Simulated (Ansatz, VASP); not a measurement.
BN: VASP beside Ansatz

Contents of INCAR:

```
PREC = Accurate
ENCUT = 520
EDIFF = 1E-8
ISMEAR = -1
SIGMA = 0.02
LREAL = F
LASPH = T
NELM = 60
ALGO = Normal
ISIF = 2
LWAVE = F
LCHARG = F
GGA = CA
LEFG = T
NBANDS = 11
```

File KPOINTS:

```
regular mesh
0
Gamma
  11 11 11
```

Contents of POSCAR:

```
BN
1.0
    0.0000000000      1.8014548043      1.8014548043
    1.8014548043      0.0000000000      1.8014548043
    1.8014548043      1.8014548043      0.0000000000
B N
1 1
Direct
    0.0000000000      0.0000000000      0.0000000000
    0.7500000000      0.7500000000      0.7500000000
```

Input for Ansatz:

```yaml
crystal:
  lattice:
    - [0.0, 1.8014548043, 1.8014548043]
    - [1.8014548043, 0.0, 1.8014548043]
    - [1.8014548043, 1.8014548043, 0.0]
  atoms:
    - { symbol: B, position: [0.0, 0.0, 0.0] }
    - { symbol: "N", position: [0.75, 0.75, 0.75] }
kpoints:
  mp_grid: { grid: [11, 11, 11] }
scf:
  occupations: { method: fermi_dirac, width: 0.02 }
hamiltonian:
  xc: lda
  pseudopotentials: { kind: paw }
output:
  forces: true
  stress: true
  eigenvalues: true
  efg: { contact_densities: true }
```

Change from the starting cell: volume scaled by 0.99, PAW files.

Alike in both runs: task electric field gradients; functional LDA; k mesh 11 × 11 × 11; occupations fermi-dirac, width 0.02 eV; no spin polarisation.

|  | VASP | Ansatz |
| --- | --- | --- |
| version | VASP 6.6.1 | Ansatz 0.2.0 |
| potentials or method | VASP PAW LDA potentials, release 64 (B, N) | PAW with Ansatz's default frozen-core files, scalar-relativistic |
| plane-wave cutoff (eV) | 520 | 420 |
| valence electrons in the cell | 8 | 8 |

VASP gave:

* gap on the k mesh at the Fermi level (eV): 4.46
* pressure (GPa): -6.3
* Vzz of the field gradient on the site that differs most (V/Å²): 0.0

Task: Which values does Ansatz return?

Result: gap on the k mesh at the Fermi level (eV): 4.48; pressure (GPa): -7.3; Vzz of the field gradient on the site that differs most (V/Å²): 0.0.

Caveats: an odd mesh through Γ misses points on the zone boundary, where band edges often lie.
